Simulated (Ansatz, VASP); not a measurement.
One calculation of TiCo, two programs

The input INCAR:

```
PREC = Accurate
ENCUT = 520
EDIFF = 1E-7
ISMEAR = 0
SIGMA = 0.1
LREAL = F
LASPH = T
NELM = 150
ALGO = Normal
ISIF = 2
LWAVE = F
LCHARG = T
ISPIN = 2
MAGMOM = -1 3
LORBIT = 11
LMAXMIX = 4
GGA = PS
LELF = T
LVHAR = T
NBANDS = 22
```

File KPOINTS:

```
Automatic mesh
0
Gamma
  6 6 6
```

The input POSCAR:

```
TiCo
1.0
    2.9861109900      0.0000000000      0.0000000000
    0.0000000000      2.9861109900      0.0000000000
    0.0000000000      0.0000000000      2.9861109900
Ti Co
1 1
Direct
    0.0000000000      0.0000000000      0.0000000000
    0.5000000000      0.5000000000      0.5000000000
```

Input for Ansatz:

```yaml
crystal:
  lattice:
    - [2.98611099, 0.0, 0.0]
    - [0.0, 2.98611099, 0.0]
    - [0.0, 0.0, 2.98611099]
  atoms:
    - { symbol: Ti, position: [0.0, 0.0, 0.0], spin: -1.0 }
    - { symbol: Co, position: [0.5, 0.5, 0.5], spin: 3.0 }
basis:
  ecutwfc: 420
kpoints:
  mp_grid: { grid: [6, 6, 6] }
hamiltonian:
  xc: pbesol
scf:
  occupations: { method: gaussian, width: 0.1 }
  lower_state_search: "off"
output:
  forces: true
  stress: true
  eigenvalues: true
  populations: true
magnetization:
  spin_polarized: true
```

The cell comes from a database or a generator and needn't be the stable form of this composition.

Alike in both runs: task single point; functional PBEsol; k mesh 6 × 6 × 6; occupations gaussian, width 0.1 eV; collinear spin.

|  | VASP | Ansatz |
| --- | --- | --- |
| version | VASP 6.6.1 | Ansatz 0.2.0 |
| potentials or method | VASP PAW PBE potentials, release 64 (Ti_sv, Co) | scalar-relativistic, plane waves, PAW |
| plane-wave cutoff (eV) | 520 | 420 |
| valence electrons in the cell | 21 | 29 |

```csv
,VASP,Ansatz,Ansatz less VASP
gap on the k mesh at the Fermi level (eV),none,none,-
pressure (GPa),-9.4,-9.1,+0.31
net moment per atom (μB),0.11,0.12,+0.015
size of the moment on the site where the two differ most (μB),0.32,0.36,+0.045
```

Site moments also hang on the region over which each program counts them. A gap of «none» marks a metal or a gap that the smearing closes. The two sets of potentials don't hold the same shells in valence.

Caveats: the PAW data sets were made with another functional, which shifts forces and pressure a little (VASP).
